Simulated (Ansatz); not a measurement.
# PtS2 (CdI2 type) under strain

PtS2, CdI2 type, relaxed with r2SCAN+rVV10 in Ansatz 0.2.0. It is trigonal, P-3m1 (No. 164); a = 3.553 Å, c = 5.123 Å in the conventional setting, 18.66 Å³ an atom. Pt is surrounded by 6 S at 2.39 Å; S is surrounded by 3 Pt at 2.39 Å.

The axes x, y and z are those of this cell:
```
Pt S
1.0
     3.55264    0.00000    0.00000
    -1.77632    3.07668    0.00000
     0.00000    0.00000    5.12271
Pt S
1 2
Direct
  0.00000 0.00000 0.00000
  0.33333 0.66667 0.23926
  0.66667 0.33333 0.76074
```

Unstrained: With PBE the valence top lies at k = (0, 0.169, 0.188) and the conduction bottom at k = (0, 0.281, 0.299), 0.615 eV higher; the smallest vertical gap, at k = (0, 0.281, 0.299), is 0.915 eV. r2SCAN gives an indirect gap of 0.790 eV, from k = (0, 0.169, 0.188) to k = (0, 0.281, 0.299); the least direct gap is 1.106 eV at k = (0, 0.281, 0.299). HSE06 gives an indirect gap of 1.211 eV, from Γ to k = (0, 0.281, 0.299); the least direct gap is 1.680 eV at k = (0, 0.281, 0.299). Meshes: PBE 12×12×6, r2SCAN 12×12×6, HSE06 6×6×4. Strains are changes of length per length. After each strain the atoms were relaxed again with r2SCAN+rVV10 within the symmetry that the strain leaves, so tilts or polar shifts that break it weren't tested; points keep the names that they have in the unstrained zone. No spin polarisation and no zero-point or thermal motion.

Changes of the least gap in eV (an overlap counts as a negative gap):

| strain | volume change (%) | space group | PBE | r2SCAN | HSE06 |
| --- | --- | --- | --- | --- | --- |
| uniaxial -5.36 % along x | -5.4 | C2/m | -0.180 | -0.173 | -0.089 |
| biaxial -4.99 % in x and y, z held | -9.7 | P-3m1 | -0.038 | -0.031 | +0.030 |
| uniaxial +0.35 % along z | +0.3 | P-3m1 | +0.016 | +0.017 | +0.028 |

Uniaxial -5.36 % along x, other directions held. HSE06: the gap goes from 1.211 to 1.122 eV (-0.089 eV); the edges go from Γ → (0, 0.281, 0.299) to Γ → (0, 0.279, 0.310); with r2SCAN the top three valence levels at Γ, grouped 1+2 from the top over 1082 meV, become 1+1+1 over 1250 meV. Stress change with PBE, compression positive: xx +11.97, yy +4.30, zz +2.27, yz -1.19 GPa.

Biaxial -4.99 % in x and y, z held. HSE06: the gap goes from 1.211 to 1.241 eV (+0.030 eV); the edges go from Γ → (0, 0.281, 0.299) to Γ → Γ–K (0.86); with r2SCAN the top three valence levels at Γ, grouped 1+2 from the top over 1082 meV, become 1+2 over 854 meV. Stress change with PBE, compression positive: xx +16.31, yy +16.31, zz +4.73 GPa.

Uniaxial +0.35 % along z, other directions held. HSE06: the gap goes from 1.211 to 1.239 eV (+0.028 eV); with r2SCAN the top three valence levels at Γ, grouped 1+2 from the top over 1082 meV, become 1+2 over 1058 meV. Stress change with PBE, compression positive: xx -0.10, yy -0.10, zz -0.08 GPa.

No spin-orbit coupling is included; it can move band edges with weight on the heavy atoms by tenths of an eV.

Where an edge lies off the special points, it is a point of the mesh or the k point where a search put PBE's edge or least direct gap, reused for the other functionals, whose own edges may lie a little apart.

Coordinates of k points refer to the reciprocal vectors of the primitive cell of the runs.

The meshes of the hybrids are coarse, so their gaps aren't converged to the digits shown.

The splittings at Γ are without spin-orbit coupling, which regroups them where it is of like size or larger.
